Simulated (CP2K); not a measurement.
# As under changes of volume

One of the cells (21.530 Å³/atom); the others are scaled copies at fixed shape and fractional positions:

```
As
1.0
     4.13100    0.00000    0.00000
     2.41839    3.34911    0.00000
     2.41839    1.23667    3.11243
As
2
Direct
  0.22600 0.22600 0.22600
  0.77400 0.77400 0.77400
```

```yaml
Program: CP2K 2026.2
Functional: PBEsol
Potentials_or_basis: POTENTIAL_UZH As GTH-PBE-q5; TZVP-MOLOPT-PBE-GTH basis
Density_cutoff: 6123 eV
k_mesh: 9 × 9 × 9
Occupations: fermi-dirac, width 0.05 eV
Spin: no spin polarisation
```

```csv
volume (Å³/atom),energy over the lowest point (meV/atom),pressure (GPa),largest force (eV/Å)
20.239,?,?,?
20.669,29.82,6.4,0.955
21.100,15.27,4.4,0.792
21.530,5.76,2.7,0.639
21.961,0.81,1.0,0.496
22.392,0.00,-0.4,0.360
22.822,2.94,-1.7,0.233
```

**Question.** What does the run at 20.239 Å³/atom give?

**Answer.** Energy over the lowest point 49.93 meV/atom; pressure 8.6 GPa; largest force 1.130 eV/Å.

Worked out: A Birch-Murnaghan fit of order 3 (a polynomial in V^(-2/3)) to the other rows has its minimum at 22.26 Å³/atom with B0 = V·E''(V) = 74 GPa and B' = 4.0 at fixed shape and positions, which overstates the stiffness. It gives 49.89 meV/atom at 20.239 Å³/atom, against the run's 49.93, and -dE/dV = 8.6 GPa, against 8.6.

Energies are extrapolated to zero smearing.

Caveats: the potentials were made for another functional, which shifts forces and pressure; the basis of atomic orbitals isn't converged, which shifts pressures, moduli and gaps.
